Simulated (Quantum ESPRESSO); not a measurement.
# InAs (F-43m) in Quantum ESPRESSO: equation of state

How stiff is InAs in PBE, and what volume does it want? The cell is scaled to several volumes.

Program: Quantum ESPRESSO 7.5. These are calculated values, not measurements. Logs are shortened: lines on timing, memory, paths and dates and some standing lists are left out, and cuts for length are marked.

## (1) Starting point

The structure is cubic, space group F-43m (No. 216). The conventional cell has a = 6.036 Å, b = 6.036 Å, c = 6.036 Å, α = 90.00°, β = 90.00°, γ = 90.00°. Around In (site symmetry -43m) lie 4 As at 2.61 Å. As (site symmetry -43m) has 4 In at 2.61 Å as nearest neighbours.

## (2) Single point, PBE, 25.84 Å³/atom

Input file pw.in:

```
&CONTROL
  calculation = 'scf'
  prefix = 'pwscf'
  outdir = './tmp'
  pseudo_dir = './pseudo'
  tprnfor = .true.
  tstress = .true.
  disk_io = 'nowf'
/
&SYSTEM
  ibrav = 0
  nat = 2
  ntyp = 2
  ecutwfc = 55
  ecutrho = 440
  nbnd = 15
  occupations = 'smearing'
  smearing = 'fd'
  degauss = 0.00367493
/
&ELECTRONS
  conv_thr = 4d-10
  electron_maxstep = 120
  mixing_beta = 0.5
/
ATOMIC_SPECIES
In   114.8180 In.pbe-dn-rrkjus_psl.0.2.2.UPF
As    74.9216 As.pbe-n-rrkjus_psl.0.2.UPF
CELL_PARAMETERS angstrom
   0.0000000000    2.9563908761    2.9563908761
   2.9563908761    0.0000000000    2.9563908761
   2.9563908761    2.9563908761    0.0000000000
ATOMIC_POSITIONS crystal
In     0.0000000000    0.0000000000    0.0000000000
As     0.7500000000    0.7500000000    0.7500000000
K_POINTS automatic
8 8 8 0 0 0
```

Potentials or basis: SSSP 1.3 efficiency PBE.

Launch:

```sh
OMP_NUM_THREADS=1 pw.x -in pw.in > pw.out
```

pw.out:

```text
This program is part of the open-source Quantum ESPRESSO suite
     for quantum simulation of materials; please cite
         "P. Giannozzi et al., J. Phys.:Condens. Matter 21 395502 (2009);
         "P. Giannozzi et al., J. Phys.:Condens. Matter 29 465901 (2017);
         "P. Giannozzi et al., J. Chem. Phys. 152 154105 (2020);
     in publications or presentations arising from this work. More details at

     file In.pbe-dn-rrkjus_psl.0.2.2.UPF: wavefunction(s)  5S renormalized
     Message from routine setup:
     using ibrav=0 with symmetry is DISCOURAGED, use correct ibrav instead

     Subspace diagonalization in iterative solution of the eigenvalue problem:
     a serial algorithm will be used

     G-vector sticks info
     --------------------
     sticks:   dense  smooth     PW     G-vecs:    dense   smooth      PW
     Sum        1891     955    283                54313    19195    3143

     Using Slab Decomposition

     bravais-lattice index     =            0
     lattice parameter (alat)  =       7.9009  a.u.
     unit-cell volume          =     348.7483 (a.u.)^3
     number of atoms/cell      =            2
     number of atomic types    =            2
     number of electrons       =        18.00
     number of Kohn-Sham states=           15
     kinetic-energy cutoff     =      55.0000  Ry
     charge density cutoff     =     440.0000  Ry
     scf convergence threshold =      4.0E-10
     mixing beta               =       0.5000
     number of iterations used =            8  plain     mixing
     Exchange-correlation= PBE
                           (   1   4   3   4   0   0   0)

     celldm(1)=   7.900885  celldm(2)=   0.000000  celldm(3)=   0.000000
     celldm(4)=   0.000000  celldm(5)=   0.000000  celldm(6)=   0.000000

     crystal axes: (cart. coord. in units of alat)
               a(1) = (   0.000000   0.707107   0.707107 )
               a(2) = (   0.707107   0.000000   0.707107 )
               a(3) = (   0.707107   0.707107   0.000000 )

     reciprocal axes: (cart. coord. in units 2 pi/alat)
               b(1) = ( -0.707107  0.707107  0.707107 )
               b(2) = (  0.707107 -0.707107  0.707107 )
               b(3) = (  0.707107  0.707107 -0.707107 )

     PseudoPot. # 1 for In read from file:
     In.pbe-dn-rrkjus_psl.0.2.2.UPF
     Pseudo is Ultrasoft + core correction, Zval = 13.0
     Generated using "atomic" code by A. Dal Corso  v.5.0.99 svn rev. 10869
     Using radial grid of 1241 points,  6 beta functions with:
                l(1) =   0
                l(2) =   0
                l(3) =   1
                l(4) =   1
                l(5) =   2
                l(6) =   2
     Q(r) pseudized with 0 coefficients

     PseudoPot. # 2 for As read from file:
     As.pbe-n-rrkjus_psl.0.2.UPF
     Pseudo is Ultrasoft + core correction, Zval =  5.0
     Generated using "atomic" code by A. Dal Corso  v.5.0.99 svn rev. 10869
     Using radial grid of 1209 points,  4 beta functions with:
                l(1) =   0
                l(2) =   0
                l(3) =   1
                l(4) =   1
     Q(r) pseudized with 0 coefficients

     atomic species   valence    mass     pseudopotential
     In               13.00   114.81800     In( 1.00)
     As                5.00    74.92160     As( 1.00)

     24 Sym. Ops. (no inversion) found

   Cartesian axes

     site n.     atom                  positions (alat units)
         1        In     tau(   1) = (   0.0000000   0.0000000   0.0000000  )
         2        As     tau(   2) = (   1.0606602   1.0606602   1.0606602  )

     number of k points=    29  Fermi-Dirac smearing, width (Ry)=  0.0037
                       cart. coord. in units 2pi/alat
        k(    1) = (   0.0000000   0.0000000   0.0000000), wk =   0.0039062
        k(    2) = (   0.0883883   0.0883883  -0.0883883), wk =   0.0312500
        k(    3) = (   0.1767767   0.1767767  -0.1767767), wk =   0.0312500
        k(    4) = (   0.2651650   0.2651650  -0.2651650), wk =   0.0312500
        k(    5) = (  -0.3535534  -0.3535534   0.3535534), wk =   0.0156250
        k(    6) = (   0.1767767   0.0000000   0.0000000), wk =   0.0234375
[... 21 lines left out ...]
        k(   28) = (  -0.7071068   0.1767767   0.0000000), wk =   0.0468750
        k(   29) = (  -0.7071068   0.3535534   0.0000000), wk =   0.0234375

     Dense  grid:    54313 G-vectors     FFT dimensions: (  54,  54,  54)

     Smooth grid:    19195 G-vectors     FFT dimensions: (  40,  40,  40)

     Initial potential from superposition of free atoms

     starting charge      17.9960, renormalised to      18.0000
     Starting wfcs are   13 randomized atomic wfcs +    2 random wfcs

     Self-consistent Calculation

     iteration #  1     ecut=    55.00 Ry     beta= 0.50
     Davidson diagonalization with overlap
     ethr =  1.00E-02,  avg # of iterations =  5.3

     Threshold (ethr) on eigenvalues was too large:
     Diagonalizing with lowered threshold

     Davidson diagonalization with overlap
     ethr =  4.09E-04,  avg # of iterations =  3.4

     total energy              =    -163.04633715 Ry
     estimated scf accuracy    <       0.07639147 Ry

     iteration #  2     ecut=    55.00 Ry     beta= 0.50
     Davidson diagonalization with overlap
     ethr =  4.24E-04,  avg # of iterations =  2.0

     total energy              =    -163.06174788 Ry
     estimated scf accuracy    <       0.00487054 Ry

     iteration #  3     ecut=    55.00 Ry     beta= 0.50
     Davidson diagonalization with overlap
     ethr =  2.71E-05,  avg # of iterations =  6.0

     total energy              =    -163.06255201 Ry
     estimated scf accuracy    <       0.00108000 Ry

     iteration #  4     ecut=    55.00 Ry     beta= 0.50
     Davidson diagonalization with overlap
     ethr =  6.00E-06,  avg # of iterations =  3.0

     total energy              =    -163.06266576 Ry
     estimated scf accuracy    <       0.00001904 Ry

     iteration #  5     ecut=    55.00 Ry     beta= 0.50
     Davidson diagonalization with overlap
     ethr =  1.06E-07,  avg # of iterations =  5.3

     total energy              =    -163.06269043 Ry
     estimated scf accuracy    <       0.00000539 Ry

     iteration #  6     ecut=    55.00 Ry     beta= 0.50
     Davidson diagonalization with overlap
     ethr =  2.99E-08,  avg # of iterations =  1.4

     total energy              =    -163.06269065 Ry
     estimated scf accuracy    <       0.00000104 Ry

     iteration #  7     ecut=    55.00 Ry     beta= 0.50
     Davidson diagonalization with overlap
     ethr =  5.78E-09,  avg # of iterations =  2.4

     total energy              =    -163.06269102 Ry
     estimated scf accuracy    <       0.00000005 Ry

     iteration #  8     ecut=    55.00 Ry     beta= 0.50
     Davidson diagonalization with overlap
     ethr =  2.51E-10,  avg # of iterations =  3.9

     total energy              =    -163.06269104 Ry
     estimated scf accuracy    <          8.2E-10 Ry

     iteration #  9     ecut=    55.00 Ry     beta= 0.50
     Davidson diagonalization with overlap
     ethr =  4.58E-12,  avg # of iterations =  4.6

     End of self-consistent calculation

          k = 0.0000 0.0000 0.0000 (  2421 PWs)   bands (ev):

    -7.1831  -7.1831  -7.1831  -7.0277  -7.0277  -4.9333   7.3879   7.3879
     7.3879   7.5474  11.3164  11.3164  11.3164  15.2325  17.2822

          k = 0.0884 0.0884-0.0884 (  2400 PWs)   bands (ev):

    -7.2097  -7.1757  -7.1757  -7.0278  -7.0278  -4.7513   5.5326   7.1722
     7.1722   8.7208  11.5405  11.6252  11.6252  16.0808  16.3319

          k = 0.1768 0.1768-0.1768 (  2418 PWs)   bands (ev):

    -7.2680  -7.1599  -7.1599  -7.0258  -7.0258  -4.2522   3.5543   6.7535
     6.7535   8.8089  12.0810  12.0810  12.7844  15.9424  16.0912

          k = 0.2652 0.2652-0.2652 (  2421 PWs)   bands (ev):

    -7.3200  -7.1477  -7.1477  -7.0201  -7.0201  -3.6042   1.9457   6.4197
     6.4197   8.5855  12.1423  12.1423  14.1335  15.9195  17.1518

          k =-0.3536-0.3536 0.3536 (  2392 PWs)   bands (ev):

    -7.3402  -7.1438  -7.1438  -7.0164  -7.0164  -3.2480   1.2587   6.2976
     6.2976   8.4902  12.0889  12.0889  14.3662  16.8584  18.5382

          k = 0.1768 0.0000 0.0000 (  2397 PWs)   bands (ev):

    -7.2255  -7.1686  -7.1686  -7.0337  -7.0232  -4.6916   5.5006   6.7920
     6.7920   9.3906  10.6036  12.1591  12.1591  15.0973  16.5173

          k = 0.2652 0.0884-0.0884 (  2417 PWs)   bands (ev):

    -7.2721  -7.1551  -7.1519  -7.0380  -7.0189  -4.2989   4.0260   6.3234
     6.3257   9.8041  10.7574  12.7446  12.8206  14.8875  17.1743

          k = 0.3536 0.1768-0.1768 (  2407 PWs)   bands (ev):

    -7.3194  -7.1443  -7.1381  -7.0351  -7.0146  -3.6874   2.4170   5.7710
     6.0342   9.6031  11.5206  12.9339  13.2065  16.0389  17.1351

          k =-0.2652-0.4419 0.4419 (  2410 PWs)   bands (ev):

    -7.3452  -7.1395  -7.1335  -7.0262  -7.0147  -3.1822   1.4157   5.3652
     6.0141   9.4576  11.6695  12.6816  14.5063  16.4475  18.0137

          k =-0.1768-0.3536 0.3536 (  2403 PWs)   bands (ev):

    -7.3377  -7.1400  -7.1375  -7.0227  -7.0201  -3.3062   1.6452   5.2353
     6.2654   9.4853  11.8600  12.4597  14.3868  16.6761  16.7606

          k =-0.0884-0.2652 0.2652 (  2409 PWs)   bands (ev):

    -7.2997  -7.1505  -7.1464  -7.0310  -7.0206  -3.9047   2.9169   5.4574
     6.7039   9.6293  12.0731  12.2116  12.9693  15.4496  16.7504

          k = 0.0000-0.1768 0.1768 (  2401 PWs)   bands (ev):

    -7.2477  -7.1674  -7.1602  -7.0319  -7.0238  -4.4637   4.4673   6.1569
     7.1201   9.4537  11.4465  11.7520  12.5718  15.3857  16.2417

          k = 0.3536 0.0000 0.0000 (  2413 PWs)   bands (ev):

    -7.3113  -7.1327  -7.1327  -7.0508  -7.0123  -4.0317   3.6348   5.8064
     5.8064   9.5940  10.3629  13.8830  13.8830  14.2574  17.9851

          k = 0.4419 0.0884-0.0884 (  2403 PWs)   bands (ev):

    -7.3486  -7.1198  -7.1158  -7.0554  -7.0077  -3.5213   2.5689   5.1423
     5.4789   9.6235  10.5910  13.5403  14.4050  16.1189  18.5235

          k =-0.1768-0.5303 0.5303 (  2405 PWs)   bands (ev):

    -7.3662  -7.1210  -7.1094  -7.0479  -7.0095  -2.9961   1.6591   4.3902
     5.4534   9.6752  11.8034  13.4461  14.1486  16.9691  18.8035

          k =-0.0884-0.4419 0.4419 (  2389 PWs)   bands (ev):

    -7.3603  -7.1278  -7.1144  -7.0349  -7.0199  -2.9106   1.5409   4.0037
     5.7358   9.8724  12.3907  13.6661  14.3003  15.7802  16.8427

          k = 0.0000-0.3536 0.3536 (  2395 PWs)   bands (ev):

    -7.3352  -7.1358  -7.1305  -7.0298  -7.0242  -3.3613   2.2032   4.2784
     6.2342  10.1448  12.5089  12.9306  12.9927  15.5765  17.5509

          k = 0.5303 0.0000 0.0000 (  2397 PWs)   bands (ev):

    -7.3824  -7.0956  -7.0956  -7.0700  -7.0014  -3.1523   2.0168   5.0865
     5.0865   8.9802   9.8025  15.7800  15.8296  15.8296  18.7435

          k =-0.0884-0.6187 0.6187 (  2401 PWs)   bands (ev):

    -7.3954  -7.0947  -7.0877  -7.0678  -7.0015  -2.7563   1.4665   4.4585
     4.9983   9.1739  10.1655  15.3822  15.9787  17.2124  19.1389

          k = 0.0000-0.5303 0.5303 (  2382 PWs)   bands (ev):

    -7.3840  -7.1099  -7.0943  -7.0539  -7.0104  -2.6446   1.3916   3.7809
     5.2394   9.4587  11.8149  15.0076  15.0704  15.5222  17.6421

          k =-0.7071 0.0000 0.0000 (  2402 PWs)   bands (ev):

    -7.4089  -7.0798  -7.0798  -7.0783  -6.9969  -2.6333   1.2436   4.8302
     4.8302   8.8064   9.4326  17.0661  17.1715  17.1715  19.2270

          k = 0.3536 0.1768 0.0000 (  2403 PWs)   bands (ev):

    -7.3138  -7.1406  -7.1346  -7.0430  -7.0147  -3.8449   3.0772   5.1784
     6.1772  10.4772  10.6816  12.5618  13.6197  15.3312  17.8542

          k =-0.2652-0.4419 0.6187 (  2404 PWs)   bands (ev):

    -7.3463  -7.1339  -7.1206  -7.0395  -7.0146  -3.2599   1.9813   4.5666
     5.7619  10.4341  11.4484  12.6511  14.1386  16.2237  18.0808

          k =-0.1768-0.3536 0.5303 (  2406 PWs)   bands (ev):

    -7.3584  -7.1328  -7.1156  -7.0339  -7.0171  -2.9455   1.4481   4.4066
     5.5658  10.3901  11.4223  13.3821  14.7375  15.6948  18.0946

          k =-0.1768-0.5303 0.7071 (  2403 PWs)   bands (ev):

    -7.3732  -7.1126  -7.1000  -7.0577  -7.0065  -3.0446   1.8844   4.5456
     5.0588  10.0330  10.5865  13.4043  15.8031  16.4107  19.0810

          k =-0.0884-0.4419 0.6187 (  2401 PWs)   bands (ev):

    -7.3779  -7.1186  -7.0950  -7.0495  -7.0127  -2.6986   1.4683   3.9752
     4.8924  10.3752  11.8457  13.1004  14.9392  16.3802  18.8443

          k = 0.0000-0.3536 0.5303 (  2399 PWs)   bands (ev):

    -7.3669  -7.1270  -7.1022  -7.0413  -7.0184  -2.8141   1.6009   3.8469
     5.2205  10.7102  12.2069  12.6436  14.9816  15.6601  17.4590

          k =-0.7071 0.1768 0.0000 (  2396 PWs)   bands (ev):

    -7.3957  -7.0992  -7.0873  -7.0622  -7.0044  -2.5982   1.3186   4.4634
     4.4856   9.8095  10.3685  15.0422  15.3688  17.6288  19.4815

          k =-0.7071 0.3536 0.0000 (  2400 PWs)   bands (ev):

    -7.3805  -7.1204  -7.0895  -7.0476  -7.0158  -2.5626   1.4034   4.1397
     4.2055  11.6984  11.8977  12.5909  13.5039  17.7618  19.5956

     the Fermi energy is     7.5039 ev

!    total energy              =    -163.06269104 Ry
     estimated scf accuracy    <          2.4E-10 Ry
     smearing contrib. (-TS)   =      -0.00002469 Ry
     internal energy E=F+TS    =    -163.06266635 Ry

     The total energy is F=E-TS. E is the sum of the following terms:
     one-electron contribution =     -60.73815985 Ry
     hartree contribution      =      43.58953506 Ry
     xc contribution           =     -56.97937239 Ry
     ewald contribution        =     -88.93466917 Ry

     convergence has been achieved in   9 iterations

     Forces acting on atoms (cartesian axes, Ry/au):

     atom    1 type  1   force =     0.00000000    0.00000000    0.00000000
     atom    2 type  2   force =    -0.00000000   -0.00000000   -0.00000000

     Total force =     0.000000     Total SCF correction =     0.000000

     Computing stress (Cartesian axis) and pressure

          total   stress  (Ry/bohr**3)                   (kbar)     P=       92.52
   0.00062895   0.00000000   0.00000000           92.52        0.00        0.00
   0.00000000   0.00062895   0.00000000            0.00       92.52        0.00
   0.00000000   0.00000000   0.00062895            0.00        0.00       92.52

=------------------------------------------------------------------------------=
   JOB DONE.
=------------------------------------------------------------------------------=
```

It took 17 s on 1 thread of Intel Xeon 6975P-C (Granite Rapids), shared host; peak memory 0.27 GiB.

What came out:

```yaml
Free_energy: -2218.5809 eV
Pressure: 9.3 GPa
Band_gap_on_the_k_mesh: 0.16 eV, direct
```

Caveat: spin-orbit coupling is left out, which moves the levels of the heavy elements.

## (3) Single point, PBE, 26.39 Å³/atom

Edit pw.in of step 2 so:

```diff
@@ -29,5 +29,5 @@
 CELL_PARAMETERS angstrom
-   0.0000000000    2.9563908761    2.9563908761
-   2.9563908761    0.0000000000    2.9563908761
-   2.9563908761    2.9563908761    0.0000000000
+   0.0000000000    2.9772112161    2.9772112161
+   2.9772112161    0.0000000000    2.9772112161
+   2.9772112161    2.9772112161    0.0000000000
 ATOMIC_POSITIONS crystal
```

Potentials or basis: SSSP 1.3 efficiency PBE.

Launch:

```sh
OMP_NUM_THREADS=1 pw.x -in pw.in > pw.out
```

Run time: 18 s. Hardware: 1 thread of Intel Xeon 6975P-C (Granite Rapids), shared host; peak memory 0.28 GiB.

The run converged. Its results:

* Free energy: -2218.6385 eV
* Pressure: 7.5 GPa
* Band gap on the k mesh: none (metal or under the smearing width)

## (4) Single point, PBE, 26.94 Å³/atom

Edit pw.in of step 3 so:

```diff
@@ -29,5 +29,5 @@
 CELL_PARAMETERS angstrom
-   0.0000000000    2.9772112161    2.9772112161
-   2.9772112161    0.0000000000    2.9772112161
-   2.9772112161    2.9772112161    0.0000000000
+   0.0000000000    2.9977443561    2.9977443561
+   2.9977443561    0.0000000000    2.9977443561
+   2.9977443561    2.9977443561    0.0000000000
 ATOMIC_POSITIONS crystal
```

Launch:

```sh
OMP_NUM_THREADS=1 pw.x -in pw.in > pw.out
```

It took 18 s on 1 thread of Intel Xeon 6975P-C (Granite Rapids), shared host; peak memory 0.29 GiB.

The run converged. Its results:

| Item | Value |
| --- | --- |
| Free energy | -2218.6844 eV |
| Pressure | 5.9 GPa |
| Band gap on the k mesh | none (metal or under the smearing width) |

## (5) Single point, PBE, 27.49 Å³/atom

Edit pw.in of step 4 so:

```diff
@@ -29,5 +29,5 @@
 CELL_PARAMETERS angstrom
-   0.0000000000    2.9977443561    2.9977443561
-   2.9977443561    0.0000000000    2.9977443561
-   2.9977443561    2.9977443561    0.0000000000
+   0.0000000000    3.0180000000    3.0180000000
+   3.0180000000    0.0000000000    3.0180000000
+   3.0180000000    3.0180000000    0.0000000000
 ATOMIC_POSITIONS crystal
```

Launch:

```sh
OMP_NUM_THREADS=1 pw.x -in pw.in > pw.out
```

It took 18 s on 1 thread of Intel Xeon 6975P-C (Granite Rapids), shared host; peak memory 0.28 GiB.

The run converged. Its results:

* Free energy: -2218.7199 eV
* Pressure: 4.4 GPa
* Band gap on the k mesh: none (metal or under the smearing width)

## (6) Single point, PBE, 28.04 Å³/atom

Edit pw.in of step 5 so:

```diff
@@ -29,5 +29,5 @@
 CELL_PARAMETERS angstrom
-   0.0000000000    3.0180000000    3.0180000000
-   3.0180000000    0.0000000000    3.0180000000
-   3.0180000000    3.0180000000    0.0000000000
+   0.0000000000    3.0379873375    3.0379873375
+   3.0379873375    0.0000000000    3.0379873375
+   3.0379873375    3.0379873375    0.0000000000
 ATOMIC_POSITIONS crystal
```

Potentials or basis: SSSP 1.3 efficiency PBE.

Launch:

```sh
OMP_NUM_THREADS=1 pw.x -in pw.in > pw.out
```

Run time: 21 s. Hardware: 1 thread of Intel Xeon 6975P-C (Granite Rapids), shared host; peak memory 0.27 GiB.

It converged, with:

```yaml
Free_energy: -2218.7458 eV
Pressure: 3.1 GPa
Band_gap_on_the_k_mesh: none (metal or under the smearing width)
```

## (7) Single point, PBE, 28.59 Å³/atom

Edit pw.in of step 6 so:

```diff
@@ -29,5 +29,5 @@
 CELL_PARAMETERS angstrom
-   0.0000000000    3.0379873375    3.0379873375
-   3.0379873375    0.0000000000    3.0379873375
-   3.0379873375    3.0379873375    0.0000000000
+   0.0000000000    3.0577150807    3.0577150807
+   3.0577150807    0.0000000000    3.0577150807
+   3.0577150807    3.0577150807    0.0000000000
 ATOMIC_POSITIONS crystal
```

Launch:

```sh
OMP_NUM_THREADS=1 pw.x -in pw.in > pw.out
```

It took 19 s on 1 thread of Intel Xeon 6975P-C (Granite Rapids), shared host; peak memory 0.28 GiB.

Results (log left out):

```yaml
Free_energy: -2218.7632 eV
Pressure: 1.9 GPa
Band_gap_on_the_k_mesh: none (metal or under the smearing width)
```

## (8) Single point, PBE, 29.14 Å³/atom

Edit pw.in of step 7 so:

```diff
@@ -29,5 +29,5 @@
 CELL_PARAMETERS angstrom
-   0.0000000000    3.0577150807    3.0577150807
-   3.0577150807    0.0000000000    3.0577150807
-   3.0577150807    3.0577150807    0.0000000000
+   0.0000000000    3.0771914981    3.0771914981
+   3.0771914981    0.0000000000    3.0771914981
+   3.0771914981    3.0771914981    0.0000000000
 ATOMIC_POSITIONS crystal
```

Launch:

```sh
OMP_NUM_THREADS=1 pw.x -in pw.in > pw.out
```

Run time: 21 s. Hardware: 1 thread of Intel Xeon 6975P-C (Granite Rapids), shared host; peak memory 0.29 GiB.

The run converged. Its results:

```yaml
Free_energy: -2218.7730 eV
Pressure: 0.9 GPa
Band_gap_on_the_k_mesh: none (metal or under the smearing width)
```

## (9) Equation of state, PBE

Potentials or basis: SSSP 1.3 efficiency PBE.

No new run: the results of the series are fitted here.

What came out:

| Item | Value |
| --- | --- |
| Equilibrium volume | 29.65 Å³/atom (rough: see the caveat) |
| Bulk modulus | 49 GPa (rough) |

Energy against volume, from the lowest point:
```
volume (Å³/atom)  energy (meV/atom)
          25.840              96.04
          26.389              67.26
          26.939              44.30
          27.489              26.58
          28.039              13.61
          28.588               4.89
          29.138               0.00
```

Caveat: the minimum lies outside the volumes run.
